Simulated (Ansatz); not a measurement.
# Thallium, hcp under LDA: convergence with the k-point mesh

A convergence test of the k-point mesh. The geometry was relaxed under LDA beforehand and stays fixed; 7 values are run, from 2×2×1 to 15×15×9. Wanted are the values from which on the energy stays within 10 and 1 meV/atom, and the pressure within 0.5 GPa, of the last run. Within the series other settings stay, but some runs also write fields, which adds to their time. Spin polarisation is left out.

Program: Ansatz 0.2.0. Level of theory: DFT LDA, plane waves with PAW, scalar-relativistic. These are calculated values, not measurements.

### Step 1. The starting structure

The structure is hexagonal, space group P6_3/mmc (No. 194). The conventional cell has a = 3.401 Å, b = 3.401 Å, c = 5.443 Å, α = 90.00°, β = 90.00°, γ = 120.00°. Tl (site symmetry -6m2) has 12 Tl at 3.36 to 3.40 Å as nearest neighbours.

As a file:

```
Tl
1.0
     3.40140    0.00000    0.00000
    -1.70070    2.94570    0.00000
     0.00000    0.00000    5.44300
Tl
2
Direct
  0.33333 0.66667 0.25000
  0.66667 0.33333 0.75000
```

### Step 2. k-mesh 2×2×1

The run at 2×2×1.

Contents of input.yaml:

```yaml
crystal:
  lattice:
    - [3.4014029632, 0.0, 0.0]
    - [-1.7007014816, 2.9457013746, 0.0]
    - [0.0, 0.0, 5.4430041633]
  atoms:
    - { symbol: Tl, position: [0.3333333333, 0.6666666667, 0.25] }
    - { symbol: Tl, position: [0.6666666667, 0.3333333333, 0.75] }
hamiltonian:
  xc: lda
  pseudopotentials:
    kind: paw
    azcp:
      Tl: "pseudopotentials/Tl.paw.azcp"
basis:
  ecutwfc: 420
  fft_grid_basis: typed
kpoints:
  mp_grid: { grid: [2, 2, 1], shift: [0, 0, 0] }
magnetization:
  spin_polarized: false
scf:
  occupations: { method: fermi_dirac, width: 0.1 }
  lower_state_search: "off"
output:
  stress: true
```

Run with:

```
> ansatz run input.yaml --threads 2 --pin off --max-ram 5120MiB --backend cpu --events-out ev --progress --plain --runs-dir out
```

Log, shortened:

```text
Warning: <dir> the record states the generating functional pbe (its physics header spells it `PBE`), which answers neither for hamiltonian.xc's functional nor for the lda family's — results may be inconsistent (PPs are generated against a specific XC)
Warning: RAYON_NUM_THREADS=2 ignored (pool sized by the plan → 2); use --threads N
[...]
Pseudopotentials: kind: paw
Pseudopotential: Tl, paw, valence charge 13, recommended cutoff 420 eV (normal), <dir>
Functional definition: SPW92
[...]
Crystal: 2 atoms, lattice volume = 54.536 Å³
Basis set: ecut = 420 eV, 1087 PW (Γ)
Bands: 17, of which v1, the nominal top of the filled ones, is band 13 counted from 1 (12 counted from 0)
Symmetry: 24 space group operations
Space group: P63/mmc (ITA 194), of the structure as read, at distance tolerance 3.8e-5 Å
k-points: 2 of 4
[...]
SCF iter   1: F=—  HF=-22292.759357 eV  |F-HF|=—  |Δ(HF+E_count)|=         —  Δρ=1.33e-2  dr2=7.63e-2  ethr=1.77e-3  ⟨swp⟩=6.5  Hψ=170  notcnv=0
[...]
SCF iter   6: F=-22292.739210 eV  HF=-22292.739210 eV  |F-HF|=4.24e-9  |Δ(HF+E_count)|=   1.60e-8  Δρ=7.60e-6  dr2=2.01e-8  ethr=3.85e-10  ⟨swp⟩=4.0  Hψ=120  notcnv=0
[...]
SCF converged after 6 iterations
Free energy (F): -22292.739210 eV
[...]
E sigma→0 (E₀):  -22292.736139 eV
Entropy (-TS):   -0.006142 eV (-3.071 meV/atom)
Fermi energy:    10.720852 eV
[...]
--- Stress (GPa, compression-positive) ---
        3.548076       0.000000       0.000000
        0.000000       3.548076       0.000000
        0.000000       0.000000      22.523121
  P = ⅓ Tr σ = 9.8731 GPa (98.731 kbar)
```

Run time: 0.32 s. Hardware: 2 threads of Arm Neoverse V1, shared host; peak memory 0.25 GiB.

### Step 3. k-mesh 3×3×2

The run at 3×3×2.

Edit input.yaml of step 2 so:

```diff
@@ -18,3 +18,3 @@
 kpoints:
-  mp_grid: { grid: [2, 2, 1], shift: [0, 0, 0] }
+  mp_grid: { grid: [3, 3, 2], shift: [0, 0, 0] }
 magnetization:
```

Run with:

```
> ansatz run input.yaml --threads 2 --pin off --max-ram 5120MiB --backend cpu --events-out ev --progress --plain --runs-dir out
```

Log, shortened:

```text
Warning: <dir> the record states the generating functional pbe (its physics header spells it `PBE`), which answers neither for hamiltonian.xc's functional nor for the lda family's — results may be inconsistent (PPs are generated against a specific XC)
Warning: RAYON_NUM_THREADS=2 ignored (pool sized by the plan → 2); use --threads N
[...]
[... 3 set-up lines as earlier in the session ...]
[...]
Crystal: 2 atoms, lattice volume = 54.536 Å³
Basis set: ecut = 420 eV, 1087 PW (Γ)
Bands: 17, of which v1, the nominal top of the filled ones, is band 13 counted from 1 (12 counted from 0)
[... 2 set-up lines as earlier in the session ...]
k-points: 6 of 18
[...]
SCF iter   1: F=—  HF=-22292.516201 eV  |F-HF|=—  |Δ(HF+E_count)|=         —  Δρ=7.07e-3  dr2=4.12e-2  ethr=1.77e-3  ⟨swp⟩=6.2  Hψ=509  notcnv=0
[...]
SCF iter   6: F=-22292.496191 eV  HF=-22292.496191 eV  |F-HF|=1.46e-11  |Δ(HF+E_count)|=   1.23e-8  Δρ=1.20e-6  dr2=2.36e-10  ethr=1.33e-10  ⟨swp⟩=1.8  Hψ=324  notcnv=0
[...]
SCF converged after 6 iterations
Free energy (F): -22292.496191 eV
[...]
E sigma→0 (E₀):  -22292.464691 eV
Entropy (-TS):   -0.063001 eV (-31.500 meV/atom)
Fermi energy:    10.638602 eV
[...]
--- Stress (GPa, compression-positive) ---
       -0.027471       0.000000       0.000000
        0.000000      -0.027471       0.000000
        0.000000       0.000000      -0.261454
  P = ⅓ Tr σ = -0.1055 GPa (-1.055 kbar)
```

It took 0.39 s on 2 threads of Arm Neoverse V1, shared host; peak memory 0.26 GiB.

### Step 4. k-mesh 4×4×2

The run at 4×4×2.

Edit input.yaml of step 3 so:

```diff
@@ -18,3 +18,3 @@
 kpoints:
-  mp_grid: { grid: [3, 3, 2], shift: [0, 0, 0] }
+  mp_grid: { grid: [4, 4, 2], shift: [0, 0, 0] }
 magnetization:
```

Run with:

```
> ansatz run input.yaml --threads 2 --pin off --max-ram 5120MiB --backend cpu --events-out ev --progress --plain --runs-dir out
```

Log, shortened:

```text
Warning: <dir> the record states the generating functional pbe (its physics header spells it `PBE`), which answers neither for hamiltonian.xc's functional nor for the lda family's — results may be inconsistent (PPs are generated against a specific XC)
Warning: RAYON_NUM_THREADS=2 ignored (pool sized by the plan → 2); use --threads N
[...]
[... 3 set-up lines as earlier in the session ...]
[...]
Crystal: 2 atoms, lattice volume = 54.536 Å³
Basis set: ecut = 420 eV, 1087 PW (Γ)
Bands: 17, of which v1, the nominal top of the filled ones, is band 13 counted from 1 (12 counted from 0)
[... 2 set-up lines as earlier in the session ...]
k-points: 8 of 32
[...]
SCF iter   1: F=—  HF=-22293.082947 eV  |F-HF|=—  |Δ(HF+E_count)|=         —  Δρ=6.56e-3  dr2=1.40e-2  ethr=1.77e-3  ⟨swp⟩=5.8  Hψ=686  notcnv=0
[...]
SCF iter   6: F=-22293.079002 eV  HF=-22293.079002 eV  |F-HF|=1.09e-11  |Δ(HF+E_count)|=  3.49e-10  Δρ=2.32e-7  dr2=1.12e-11  ethr=2.17e-11  ⟨swp⟩=1.4  Hψ=420  notcnv=0
[...]
SCF converged after 6 iterations
Free energy (F): -22293.079002 eV
[...]
E sigma→0 (E₀):  -22293.054479 eV
Entropy (-TS):   -0.049047 eV (-24.523 meV/atom)
Fermi energy:    10.683191 eV
[...]
--- Stress (GPa, compression-positive) ---
        3.073450      -0.000000       0.000000
       -0.000000       3.073450       0.000000
        0.000000       0.000000      -0.043448
  P = ⅓ Tr σ = 2.0345 GPa (20.345 kbar)
```

It took 0.42 s on 2 threads of Arm Neoverse V1, shared host; peak memory 0.26 GiB.

### Step 5. k-mesh 5×5×3

The run at 5×5×3.

Edit input.yaml of step 4 so:

```diff
@@ -18,3 +18,3 @@
 kpoints:
-  mp_grid: { grid: [4, 4, 2], shift: [0, 0, 0] }
+  mp_grid: { grid: [5, 5, 3], shift: [0, 0, 0] }
 magnetization:
```

Run with:

```
> ansatz run input.yaml --threads 2 --pin off --max-ram 5120MiB --backend cpu --events-out ev --progress --plain --runs-dir out
```

Log, shortened:

```text
Warning: <dir> the record states the generating functional pbe (its physics header spells it `PBE`), which answers neither for hamiltonian.xc's functional nor for the lda family's — results may be inconsistent (PPs are generated against a specific XC)
Warning: RAYON_NUM_THREADS=2 ignored (pool sized by the plan → 2); use --threads N
[...]
[... 3 set-up lines as earlier in the session ...]
[...]
Crystal: 2 atoms, lattice volume = 54.536 Å³
Basis set: ecut = 420 eV, 1087 PW (Γ)
Bands: 17, of which v1, the nominal top of the filled ones, is band 13 counted from 1 (12 counted from 0)
[... 2 set-up lines as earlier in the session ...]
k-points: 10 of 75
[...]
SCF iter   1: F=—  HF=-22293.186192 eV  |F-HF|=—  |Δ(HF+E_count)|=         —  Δρ=4.97e-3  dr2=1.11e-2  ethr=1.77e-3  ⟨swp⟩=5.9  Hψ=846  notcnv=0
[...]
SCF iter   6: F=-22293.179764 eV  HF=-22293.179764 eV  |F-HF|=0.00e0  |Δ(HF+E_count)|=   1.31e-9  Δρ=2.05e-7  dr2=1.56e-11  ethr=1.89e-11  ⟨swp⟩=1.3  Hψ=510  notcnv=0
[...]
SCF converged after 6 iterations
Free energy (F): -22293.179764 eV
[...]
E sigma→0 (E₀):  -22293.161509 eV
Entropy (-TS):   -0.036510 eV (-18.255 meV/atom)
Fermi energy:    10.924040 eV
[...]
--- Stress (GPa, compression-positive) ---
       -0.331174      -0.000000       0.000000
        0.000000      -0.331174       0.000000
        0.000000       0.000000       0.942661
  P = ⅓ Tr σ = 0.0934 GPa (0.934 kbar)
```

It took 0.45 s on 2 threads of Arm Neoverse V1, shared host; peak memory 0.26 GiB.

### Step 6. k-mesh 7×7×4

The run at 7×7×4.

Edit input.yaml of step 5 so:

```diff
@@ -18,3 +18,3 @@
 kpoints:
-  mp_grid: { grid: [5, 5, 3], shift: [0, 0, 0] }
+  mp_grid: { grid: [7, 7, 4], shift: [0, 0, 0] }
 magnetization:
@@ -26 +26,5 @@
   stress: true
+  write_density: true
+  write_potential: true
+  elf: true
+  volumetric_format: npy
```

Run with:

```
> ansatz run input.yaml --threads 2 --pin off --max-ram 5120MiB --backend cpu --events-out ev --progress --plain --runs-dir out
```

Log, shortened:

```text
Warning: <dir> the record states the generating functional pbe (its physics header spells it `PBE`), which answers neither for hamiltonian.xc's functional nor for the lda family's — results may be inconsistent (PPs are generated against a specific XC)
Warning: RAYON_NUM_THREADS=2 ignored (pool sized by the plan → 2); use --threads N
[...]
[... 3 set-up lines as earlier in the session ...]
[...]
Crystal: 2 atoms, lattice volume = 54.536 Å³
Basis set: ecut = 420 eV, 1087 PW (Γ)
Bands: 17, of which v1, the nominal top of the filled ones, is band 13 counted from 1 (12 counted from 0)
[... 2 set-up lines as earlier in the session ...]
k-points: 24 of 196
[...]
SCF iter   1: F=—  HF=-22293.142859 eV  |F-HF|=—  |Δ(HF+E_count)|=         —  Δρ=5.00e-3  dr2=1.17e-2  ethr=1.77e-3  ⟨swp⟩=5.9  Hψ=2087  notcnv=0
[...]
SCF iter   6: F=-22293.136188 eV  HF=-22293.136188 eV  |F-HF|=3.09e-10  |Δ(HF+E_count)|=   4.39e-9  Δρ=3.07e-6  dr2=4.01e-9  ethr=3.85e-10  ⟨swp⟩=8.2  Hψ=2533  notcnv=0
[...]
SCF converged after 6 iterations
Free energy (F): -22293.136188 eV
[...]
E sigma→0 (E₀):  -22293.113992 eV
Entropy (-TS):   -0.044390 eV (-22.195 meV/atom)
Fermi energy:    10.711799 eV
[...]
--- Stress (GPa, compression-positive) ---
       -0.109574       0.000000       0.000000
        0.000000      -0.109574       0.000000
        0.000000       0.000000       0.520858
  P = ⅓ Tr σ = 0.1006 GPa (1.006 kbar)
--- Band table (eV; the first three rows and the last of 24) ---
  k-point 0: bands = ["-1.1360", "-0.8576", "-0.8136", "-0.8136", "-0.7517", "-0.7517", "-0.6950", "-0.6950", "-0.3123", "-0.3123", "0.2964", "5.5665", "7.6542", "18.9498", "18.9498", "21.1482", "21.1482"]
[...]
```

Wall time 0.91 s (2 threads of Arm Neoverse V1, shared host); peak memory 0.29 GiB.

### Step 7. k-mesh 9×9×5

The run at 9×9×5.

Edit input.yaml of step 6 so:

```diff
@@ -18,3 +18,3 @@
 kpoints:
-  mp_grid: { grid: [7, 7, 4], shift: [0, 0, 0] }
+  mp_grid: { grid: [9, 9, 5], shift: [0, 0, 0] }
 magnetization:
@@ -26,5 +26 @@
   stress: true
-  write_density: true
-  write_potential: true
-  elf: true
-  volumetric_format: npy
```

Run with:

```
> ansatz run input.yaml --threads 2 --pin off --max-ram 5120MiB --backend cpu --events-out ev --progress --plain --runs-dir out
```

Log, shortened:

```text
Warning: <dir> the record states the generating functional pbe (its physics header spells it `PBE`), which answers neither for hamiltonian.xc's functional nor for the lda family's — results may be inconsistent (PPs are generated against a specific XC)
Warning: RAYON_NUM_THREADS=2 ignored (pool sized by the plan → 2); use --threads N
[...]
[... 3 set-up lines as earlier in the session ...]
[...]
Crystal: 2 atoms, lattice volume = 54.536 Å³
Basis set: ecut = 420 eV, 1087 PW (Γ)
Bands: 17, of which v1, the nominal top of the filled ones, is band 13 counted from 1 (12 counted from 0)
[... 2 set-up lines as earlier in the session ...]
k-points: 36 of 405
[...]
SCF iter   1: F=—  HF=-22293.187290 eV  |F-HF|=—  |Δ(HF+E_count)|=         —  Δρ=5.08e-3  dr2=1.11e-2  ethr=1.77e-3  ⟨swp⟩=5.8  Hψ=2984  notcnv=0
[...]
SCF iter   6: F=-22293.180943 eV  HF=-22293.180943 eV  |F-HF|=2.14e-9  |Δ(HF+E_count)|=   3.89e-8  Δρ=3.55e-6  dr2=1.02e-8  ethr=3.85e-10  ⟨swp⟩=4.0  Hψ=2167  notcnv=0
[...]
SCF converged after 6 iterations
Free energy (F): -22293.180943 eV
[...]
E sigma→0 (E₀):  -22293.160286 eV
Entropy (-TS):   -0.041314 eV (-20.657 meV/atom)
Fermi energy:    10.681208 eV
[...]
--- Stress (GPa, compression-positive) ---
       -0.290898       0.000000       0.000000
        0.000000      -0.290898       0.000000
        0.000000       0.000000       1.289374
  P = ⅓ Tr σ = 0.2359 GPa (2.359 kbar)
```

Run time: 0.92 s. Hardware: 2 threads of Arm Neoverse V1, shared host; peak memory 0.3 GiB.

### Step 8. k-mesh 15×15×9

The run at 15×15×9.

Edit input.yaml of step 7 so:

```diff
@@ -18,3 +18,3 @@
 kpoints:
-  mp_grid: { grid: [9, 9, 5], shift: [0, 0, 0] }
+  mp_grid: { grid: [15, 15, 9], shift: [0, 0, 0] }
 magnetization:
@@ -26 +26,5 @@
   stress: true
+  write_density: true
+  write_potential: true
+  elf: true
+  volumetric_format: npy
```

Run with:

```
> ansatz run input.yaml --threads 2 --pin off --max-ram 5120MiB --backend cpu --events-out ev --progress --plain --runs-dir out
```

Log, shortened:

```text
Warning: <dir> the record states the generating functional pbe (its physics header spells it `PBE`), which answers neither for hamiltonian.xc's functional nor for the lda family's — results may be inconsistent (PPs are generated against a specific XC)
Warning: RAYON_NUM_THREADS=2 ignored (pool sized by the plan → 2); use --threads N
[...]
[... 3 set-up lines as earlier in the session ...]
[...]
Crystal: 2 atoms, lattice volume = 54.536 Å³
Basis set: ecut = 420 eV, 1087 PW (Γ)
Bands: 17, of which v1, the nominal top of the filled ones, is band 13 counted from 1 (12 counted from 0)
[... 2 set-up lines as earlier in the session ...]
k-points: 135 of 2025
[...]
SCF iter   1: F=—  HF=-22293.204600 eV  |F-HF|=—  |Δ(HF+E_count)|=         —  Δρ=5.01e-3  dr2=1.12e-2  ethr=1.77e-3  ⟨swp⟩=5.8  Hψ=11332  notcnv=0
[...]
SCF iter   6: F=-22293.198229 eV  HF=-22293.198229 eV  |F-HF|=2.57e-9  |Δ(HF+E_count)|=   4.24e-8  Δρ=3.73e-6  dr2=1.11e-8  ethr=3.85e-10  ⟨swp⟩=7.3  Hψ=13707  notcnv=0
[...]
SCF converged after 6 iterations
Free energy (F): -22293.198229 eV
[...]
E sigma→0 (E₀):  -22293.184702 eV
Entropy (-TS):   -0.027055 eV (-13.528 meV/atom)
Fermi energy:    10.714363 eV
[...]
--- Stress (GPa, compression-positive) ---
       -0.036923       0.000000       0.000000
       -0.000000      -0.036923       0.000000
        0.000000       0.000000       0.085208
  P = ⅓ Tr σ = 0.0038 GPa (0.038 kbar)
--- Band table (eV; the first three rows and the last of 135) ---
  k-point 0: bands = ["-1.1301", "-0.8453", "-0.8224", "-0.8224", "-0.7605", "-0.7605", "-0.6859", "-0.6859", "-0.3036", "-0.3036", "0.2970", "5.5688", "7.6675", "18.9543", "18.9543", "21.1451", "21.1451"]
[...]
```

Wall time 3.7 s (2 threads of Arm Neoverse V1, shared host); peak memory 0.37 GiB.

### Step 9. All values side by side

Energies count from the run at 15×15×9.

```
 k-mesh  k-points  E(σ → 0) (meV/atom)  P (GPa)  SCF cycles  CPU time
  2×2×1         2               224.28     9.87           6    0.43 s
  3×3×2         6               360.01    -0.11           6    0.57 s
  4×4×2         8                65.11     2.03           6    0.63 s
  5×5×3        10                11.60     0.09           6    0.69 s
  7×7×4        24                35.35     0.10           6     1.6 s
  9×9×5        36                12.21     0.24           6     1.6 s
15×15×9       135                 0.00     0.00           6     7.1 s
```

### Step 10. Outcome

| quantity | value |
| --- | --- |
| E(σ → 0) stays within 10 meV/atom of 15×15×9 | not reached before 15×15×9 |
| E(σ → 0) stays within 1 meV/atom | not reached before 15×15×9 |
| pressure stays within 0.5 GPa | from 5×5×3 on |
| pressure at 15×15×9 | 0.00 GPa |
| CPU time, dearest over cheapest | 17 |
| energy of a separate run on a finer mesh (17×17×10) | +0.2 meV/atom from 15×15×9 |

What this shows: At 2×2×1 the energy differs by +224.3 meV/atom and the pressure by +9.9 GPa. The energy has not settled to 1 meV/atom before the last mesh. Metals converge slowly, as the Fermi surface must be resolved. A run on a finer mesh agrees with the yardstick to 1 meV/atom.
